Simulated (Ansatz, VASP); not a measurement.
**One calculation of Sb, two programs**

Contents of INCAR:

```
SYSTEM = Sb
  ALGO = Normal
  EDIFF = 1E-7
  EDIFFG = -0.01
  ENCUT = 600
  GGA = RP
  IBRION = 2
  ISIF = 3
  ISMEAR = -1
  IVDW = 13
  LASPH = .True.
  LCHARG = .False.
  LREAL = .False.
  LWAVE = .False.
  NELM = 80
  NSW = 60
  PREC = Accurate
  SIGMA = 0.05
```

KPOINTS

```
k-points
0
Gamma
  9 9 5
  0 0 0
```

POSCAR

```
Sb
1.0
    3.3545324186      0.0000000000      0.0000000000
   -1.6772662093      2.9051102923      0.0000000000
    0.0000000000      0.0000000000      5.4701606500
Sb
2
Direct
    0.6666666667      0.3333333333      0.7500000000
    0.3333333333      0.6666666667      0.2500000000
```

File input.yaml:

```yaml
crystal:
  lattice:
    - [3.3545324186, 0.0, 0.0]
    - [-1.6772662093, 2.9051102923, 0.0]
    - [0.0, 0.0, 5.47016065]
  atoms:
    - { symbol: Sb, position: [0.6666666667, 0.3333333333, 0.75] }
    - { symbol: Sb, position: [0.3333333333, 0.6666666667, 0.25] }
hamiltonian:
  xc: rpbe
  pseudopotentials: { kind: paw }
  dispersion: d4
kpoints:
  mp_grid: { grid: [9, 9, 5] }
scf:
  occupations: { method: fermi_dirac, width: 0.05 }
output:
  forces: true
  stress: true
  eigenvalues: true
relax:
  f_tol: 0.01
  max_steps: 40
  cell: { stress_tol: 0.05 }
```

This isn't the form of Sb at room conditions, which is rhombohedral.

Alike in both runs: task relaxation of cell and atoms; functional RPBE; dispersion D4; k mesh 9 × 9 × 5; occupations fermi-dirac, width 0.05 eV; no spin polarisation.

```csv
,VASP,Ansatz
version,VASP 6.6.1,Ansatz 0.2.0
potentials or method,"VASP PAW PBE potentials, release 64 (Sb)",Ansatz PAW
plane-wave cutoff (eV),600,420
valence electrons in the cell,10,30
```

Ansatz gave:

```
gap on the k mesh at the Fermi level, each at its own relaxed structure (eV) : none
relaxed volume (Å³/atom)                                                     : 25.42
relaxed cell length with the largest relative difference (Å)                 : 3.302
energy change over the relaxation (meV/atom)                                 : -12
```

Task: Estimate VASP's values.

Result: gap on the k mesh at the Fermi level, each at its own relaxed structure (eV): none; relaxed volume (Å³/atom): 25.31; relaxed cell length with the largest relative difference (Å): 3.296; energy change over the relaxation (meV/atom): -14.

A gap of «none» marks a metal or a gap that the smearing closes. The two sets of potentials don't hold the same shells in valence.

Caveats: pairwise dispersion overbinds metals, which lowers pressure and volume; the PAW data sets were made with another functional, which shifts forces and pressure a little (VASP); the plane-wave basis is chosen anew once the cell has moved, so the energies of steps on either side of that aren't comparable (Ansatz); the PAW data sets come from PBE, with cores solved anew for the run's functional, which leaves a small shift of forces and pressure (Ansatz). The runs have no spin-orbit coupling, so splittings on Sb are missing.
